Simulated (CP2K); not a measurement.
**HgTe (Coloradoite) under changes of volume**

One of the cells (33.215 Å³/atom); the others are scaled copies at fixed shape and fractional positions:

```
Hg Te
1.0
     4.54599    0.00000    0.00000
     2.27299    3.93694    0.00000
     2.27299    1.31231    3.71178
Hg Te
1 1
Direct
  0.00000 0.00000 0.00000
  0.75000 0.75000 0.75000
```

```yaml
Program: CP2K 2026.2
Functional: PBEsol
Potentials_or_basis: POTENTIAL_UZH Hg GTH-PBE-q12, Te GTH-PBE-q6; DZVP-MOLOPT-PBE-GTH basis
Density_cutoff: 6123 eV
k_mesh: 7 × 7 × 7
Occupations: fermi-dirac, width 0.05 eV
Spin: no spin polarisation
```

```tsv
volume (Å³/atom)	energy over the lowest point (meV/atom)	pressure (GPa)
31.223	86.80	7.5
31.887	?	?
32.551	37.55	4.5
33.215	21.41	3.3
33.880	10.12	2.2
34.544	3.14	1.2
35.208	0.00	0.3
```

Problem. What does the run at 31.887 Å³/atom give?

Solution. Energy over the lowest point 59.13 meV/atom; pressure 5.9 GPa.

Worked out: A Birch-Murnaghan fit of order 3 (a polynomial in V^(-2/3)) to the other rows has its minimum at 35.48 Å³/atom, just outside them, with B0 = V·E''(V) = 42 GPa and B' = 5.2. It gives 59.11 meV/atom at 31.887 Å³/atom, against the run's 59.13, and -dE/dV = 5.9 GPa, against 5.9.

Energies are extrapolated to zero smearing.

Caveats: the potentials were made for another functional, which shifts forces and pressure; the basis of atomic orbitals isn't converged, which shifts pressures, moduli and gaps.
